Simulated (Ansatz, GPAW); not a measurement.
# Fitting the PBEsol energy curve of Ti3Al

The structure is cubic, space group Fm-3m (No. 225). The conventional cell has a = 6.464 Å, b = 6.464 Å, c = 6.464 Å, α = 90.00°, β = 90.00°, γ = 90.00°. Ti (site symmetry m-3m) has 8 Ti at 2.80 Å as nearest neighbours. Ti (site symmetry -43m) is surrounded by 4 Ti at 2.80 Å and 4 Al at 2.80 Å. Around Al (site symmetry m-3m) lie 8 Ti at 2.80 Å.

The cell comes from a database or a generator and needn't be the stable form of this composition.

The cell was scaled at fixed shape and fractions and run with Ansatz, all-electron LAPW, scalar-relativistic; PBEsol, k mesh 7 × 7 × 7 on the cell of 4 atoms, fermi-dirac occupations of 0.05 eV, no spin polarisation, no spin-orbit coupling. Energies are those that the program minimises, any entropy of the smearing included. For a metal such a mesh isn't converged to the digits shown.

```tsv
V (Å³/atom)	energy over the lowest row (meV/atom)
15.8644	1.99
16.2019	0.00
16.5395	3.23
16.8770	11.18
17.2146	?
17.5521	39.47
17.8896	59.06
```

Task: Fit the third-order Birch-Murnaghan form, give V0, B0 and B′, and predict the energy left open.

Result: With y = (V0/V)^(2/3), E = E0 + (9 V0 B0/16) [(y - 1)³ B′ + (y - 1)² (6 - 4y)]. Least squares through the rows shown give V0 = 16.1564 Å³/atom, E0 = -0.04 meV, B0 = 119.9 GPa (1 eV/Å³ = 160.218 GPa) and B′ = 3.79, with a largest miss of 0.02 meV. At V = 17.2146 the form with these constants gives 23.39 meV; the run gave 23.39 meV an atom. Other set-ups at this level, from all their volumes (Å³/atom, GPa): GPAW, PAW data sets generated for this functional: V0 16.226, B0 118.8.

The fit reproduces the omitted energy to the digits shown, so a smooth equation of state describes this part of the curve well. That is a test of interpolation, however, since the open point has computed neighbours on both sides. The listed cell is expanded relative to the fitted minimum, and only one volume lies below V0. B′ therefore draws mostly on the expanded branch and is less secure than V0 or B0.

The stiffness probably comes mainly from partly filled Ti d bands, with Al sp states hybridising into them. Compression raises the kinetic energy and the overlap repulsion faster than it strengthens this bonding, which makes the well steeper on the compressed side. The GPAW result pairs a slightly larger volume with a slightly lower bulk modulus, the usual direction, and the closeness of the two suggests that the equilibrium properties depend little on the set-up.

Uniform scaling probes only the response to hydrostatic strain, so a positive B0 doesn't show that this bcc-derived lattice resists shear.
